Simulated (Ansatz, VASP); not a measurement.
# Cu in VASP and in Ansatz

INCAR

```
SYSTEM = Cu
PREC = Accurate
ENCUT = 520
EDIFF = 1E-6
ISMEAR = 0
SIGMA = 0.1
LREAL = .False.
LASPH = .True.
NELM = 60
ALGO = Fast
ISIF = 2
LWAVE = .False.
LCHARG = .False.
GGA = PE
NBANDS = 18
```

File KPOINTS:

```
Automatic mesh
0
Gamma
  24 24 12
  0 0 0
```

POSCAR

```
Cu
1.0
    2.4652899579      0.0000000000      0.0000000000
   -1.2326449790      2.1350037312      0.0000000000
    0.0000000000      0.0000000000      4.0257870314
Cu
2
Direct
    0.3333333333      0.6666666667      0.2500000000
    0.6666666667      0.3333333333      0.7500000000
```

Input for Ansatz:

```yaml
crystal:
  lattice:
    - [2.4652899579, 0.0, 0.0]
    - [-1.232644979, 2.1350037312, 0.0]
    - [0.0, 0.0, 4.0257870314]
  atoms:
    - { symbol: Cu, position: [0.3333333333, 0.6666666667, 0.25] }
    - { symbol: Cu, position: [0.6666666667, 0.3333333333, 0.75] }
basis:
  ecutwfc: 420
kpoints:
  mp_grid: { grid: [24, 24, 12] }
hamiltonian:
  xc: pbe
scf:
  occupations: { method: gaussian, width: 0.1 }
output:
  forces: true
  stress: true
  eigenvalues: true
  write_density: true
  write_potential: true
  elf: true
  volumetric_format: npy
```

Change from the starting cell: equal strain along all axes, cell held, atoms relaxed: -4.0 %.

Alike in both runs: task single point; functional PBE; k mesh 24 × 24 × 12; occupations gaussian, width 0.1 eV; no spin polarisation.

```csv
,VASP,Ansatz
version,VASP 6.6.1,Ansatz 0.2.0
potentials or method,"VASP PAW PBE potentials, release 64 (Cu)","scalar-relativistic, plane waves, PAW"
plane-wave cutoff (eV),520,420
valence electrons in the cell,22,38
```

Ansatz gave:

```
gap on the k mesh at the Fermi level (eV)       : none
pressure (GPa)                                  : 23.2
largest component of the traceless stress (GPa) : 0.51
```

**Question.** Estimate VASP's values.

**Answer.** gap on the k mesh at the Fermi level (eV): none; pressure (GPa): 23.7; largest component of the traceless stress (GPa): 0.51.

A gap of «none» marks a metal or a gap that the smearing closes. The two sets of potentials don't hold the same shells in valence.

Caveats: so large a pressure means that the cell lies far from this level's equilibrium, or that cutoff or potentials fall short (VASP).
